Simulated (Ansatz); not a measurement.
Molecular dynamics on a 2×2×3 supercell (24 atoms) of BN (rocksalt), relaxed with r2SCAN. Forces come from r2SCAN in Ansatz 0.2.0: a Nosé-Hoover thermostat at fixed volume, 200 K, steps of 2 fs. Classical nuclei, no spin polarisation; a few dozen steps show the first response, not equilibrium. The structure comes from a prototype and may be hypothetical.

```yaml
crystal:
  lattice:
    - [0.0, 3.4916518699, 3.4916518699]
    - [3.4916518699, 0.0, 3.4916518699]
    - [5.2374778049, 5.2374778049, 0.0]
  atoms:
    - { symbol: B, position: [0.0, 0.0, 0.0] }
    - { symbol: "N", position: [0.25, 0.25, 0.1666666667] }
    - { symbol: B, position: [0.0, 0.0, 0.3333333333] }
    - { symbol: "N", position: [0.25, 0.25, 0.5] }
    - { symbol: B, position: [0.0, 0.0, 0.6666666667] }
    - { symbol: "N", position: [0.25, 0.25, 0.8333333333] }
    - { symbol: B, position: [0.0, 0.5, 0.0] }
    - { symbol: "N", position: [0.25, 0.75, 0.1666666667] }
    - { symbol: B, position: [0.0, 0.5, 0.3333333333] }
    - { symbol: "N", position: [0.25, 0.75, 0.5] }
    - { symbol: B, position: [0.0, 0.5, 0.6666666667] }
    - { symbol: "N", position: [0.25, 0.75, 0.8333333333] }
    - { symbol: B, position: [0.5, 0.0, 0.0] }
    - { symbol: "N", position: [0.75, 0.25, 0.1666666667] }
    - { symbol: B, position: [0.5, 0.0, 0.3333333333] }
    - { symbol: "N", position: [0.75, 0.25, 0.5] }
    - { symbol: B, position: [0.5, 0.0, 0.6666666667] }
    - { symbol: "N", position: [0.75, 0.25, 0.8333333333] }
    - { symbol: B, position: [0.5, 0.5, 0.0] }
    - { symbol: "N", position: [0.75, 0.75, 0.1666666667] }
    - { symbol: B, position: [0.5, 0.5, 0.3333333333] }
    - { symbol: "N", position: [0.75, 0.75, 0.5] }
    - { symbol: B, position: [0.5, 0.5, 0.6666666667] }
    - { symbol: "N", position: [0.75, 0.75, 0.8333333333] }
kpoints:
  mp_grid: { grid: [4, 4, 2] }
hamiltonian:
  xc: r2scan
scf:
  occupations: { method: fermi_dirac, width: 0.02 }
md:
  ensemble: nvt_nose_hoover
  temperature: 200
  timestep: 2.0
  n_steps: 20
  initial_velocities: maxwell_boltzmann
  seed: 6982
```

Command: `ansatz run input.yaml --threads 4 --pin off --max-ram 3686MiB --backend cpu --events-out ev --progress --plain --runs-dir out`.

Task: It ran on 4 threads of Arm Neoverse V1, with other jobs on the host, load about 0.9 per core. About how long did it take, and how much host memory at the peak?

Result: About 2.6 min, with a peak of 0.91 GiB.

```csv
step,t (fs),T (K),free energy F from step 0 (meV/atom),kinetic energy (meV/atom),largest force (eV/Å)
0,0,200,0.0,24.8,0.00
1,2,194,0.7,24.1,0.49
2,4,182,2.4,22.5,0.92
3,6,175,3.3,21.7,1.29
4,8,188,1.8,23.3,1.55
5,10,233,-3.7,28.9,1.69
6,12,316,-14.0,39.2,1.74
7,14,439,-29.2,54.3,1.72
8,16,597,-49.0,74.0,1.81
9,18,788,-73.0,97.6,2.20
10,20,1005,-100.6,124.5,2.46
11,22,1241,-131.1,153.7,2.79
12,24,1490,-164.4,184.6,3.38
13,26,1741,-199.5,215.7,3.55
14,28,1962,-232.8,243.0,3.92
15,30,2120,-260.3,262.6,4.84
16,32,2219,-282.5,274.8,5.02
17,34,2269,-301.1,281.0,5.12
18,36,2244,-312.0,278.0,4.22
19,38,2112,-309.0,261.6,4.45
20,40,1919,-296.2,237.8,6.92
```

The temperature starts at 200 K, is lowest at step 3 (175 K, 6 fs) and ends at 1919 K. The free energy ends below that of the starting lattice, which is therefore no minimum: the cell is distorting and heats up. By the last step the atoms have moved 0.47 Å in the root mean square, the drift of the whole cell taken out, 0.78 Å at most.

Positions (Å) and forces (eV/Å) at step 20:
```
B   -0.079  -0.384  -0.210    -0.670   0.352   0.846
N    1.797   1.934   1.578    -0.963  -0.008   0.380
B    2.329   1.392   0.433    -0.107   1.950   0.026
N    3.084   3.825   1.534     2.995   0.148   1.607
B    3.666   3.331   0.312     3.648  -0.694   1.136
N    5.234   5.483   1.686    -1.638   1.519  -1.352
B    1.411  -0.159   1.886    -0.210   2.775  -0.916
N    3.167   2.005   3.361     1.021  -0.876   3.942
B    3.730   1.407   2.284     2.458  -3.799  -5.232
N    5.018   3.790   3.077    -1.661  -3.878  -1.807
B    5.686   3.153   1.813    -3.330  -1.562  -0.113
N    7.005   5.370   3.285    -0.677  -2.669   0.374
B   -0.227   1.563   1.284     1.357   2.673   2.158
N    1.653   3.779   3.498     1.609  -1.062  -0.451
B    1.868   3.270   2.142    -2.325   0.119  -2.370
N    3.362   5.612   3.149    -3.484  -1.810   2.382
B    3.980   4.869   2.139     0.448  -0.644  -0.487
N    5.345   7.042   3.831    -2.246   1.922  -2.138
B    1.704   1.493   3.647    -1.667   1.764  -0.627
N    3.640   3.452   5.407     1.527   1.165  -0.865
B    3.754   3.248   3.209    -2.207   0.579   1.036
N    4.825   5.380   5.026     1.247   1.355   1.134
B    5.186   4.973   3.694     2.837   3.393   3.410
N    7.025   7.226   5.170     2.040  -2.713  -2.075
```
